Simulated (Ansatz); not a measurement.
Relaxing BiTe

These are results of DFT PBEsol, scalar-relativistic, plane waves, PAW in Ansatz, not measurements. Run with 420 eV cutoff, 12×12×12 k-mesh, Gaussian smearing of 0.10 eV, no spin polarisation.

What was changed in YTe: Y → Bi on all its sites, cell and atoms relaxed.

A cell with an odd number of electrons and no spin polarisation is a metal by construction and may be lower with spin. Spin–orbit coupling is left out, which can shift energies with elements as heavy as these.

Command:

```bash
ansatz run input.yaml --threads 1 --pin off --max-ram 2560MiB --backend cpu --events-out ev --progress --plain --runs-dir out
```

Input:

```yaml
crystal:
  lattice:
    - [0.0, 3.1929133546, 3.1929133546]
    - [3.1929133546, 0.0, 3.1929133546]
    - [3.1929133546, 3.1929133546, 0.0]
  atoms:
    - { symbol: Bi, position: [0.0, 0.0, 0.0] }
    - { symbol: Te, position: [0.5, 0.5, 0.5] }
basis:
  ecutwfc: 420
kpoints:
  mp_grid: { grid: [12, 12, 12] }
hamiltonian:
  xc: pbesol
scf:
  occupations: { method: gaussian, width: 0.1 }
output:
  forces: true
  stress: true
  eigenvalues: true
relax:
  adjacent_minimum: "off"
  f_tol: 0.01
  max_steps: 60
  cell: { stress_tol: 0.1 }
```

F is the free energy. Steps run on the plane waves of an earlier cell, but the last one, and at times one on the way, on a freshly chosen basis, so a repeated geometry can differ a little in energy.

Steps:

| step | F − F(1) (eV) | largest force component (eV/Å) | V (Å³/atom) | P (GPa) |
| --- | --- | --- | --- | --- |
| 1 | 0.0000 | 0.000 | 32.551 | 0.22 |
| 2 | 0.0000 | 0.000 | 32.759 | -0.13 |
| 3 | -0.0001 | 0.000 | 32.681 | 0.00 |
| 4 | -0.0002 | 0.000 | 32.681 | 0.00 |

Relaxed structure:

```yaml
crystal:
  lattice:
    - [0.00000, 3.19716, 3.19716]
    - [3.19716, 0.00000, 3.19716]
    - [3.19716, 3.19716, 0.00000]
  atoms:
    - { symbol: Bi, position: [0.00000, 0.00000, 0.00000] }
    - { symbol: Te, position: [0.50000, 0.50000, 0.50000] }
```

The structure is cubic, space group Fm-3m (No. 225). The conventional cell has a = 6.394 Å, b = 6.394 Å, c = 6.394 Å, α = 90.00°, β = 90.00°, γ = 90.00°. Bi (site symmetry m-3m) is surrounded by 6 Te at 3.20 Å. Te (site symmetry m-3m) has 6 Bi at 3.20 Å as nearest neighbours.

The run converged. The run took 25 s on 1 thread of Arm Neoverse V1, on a shared host, peak memory 0.4 GiB.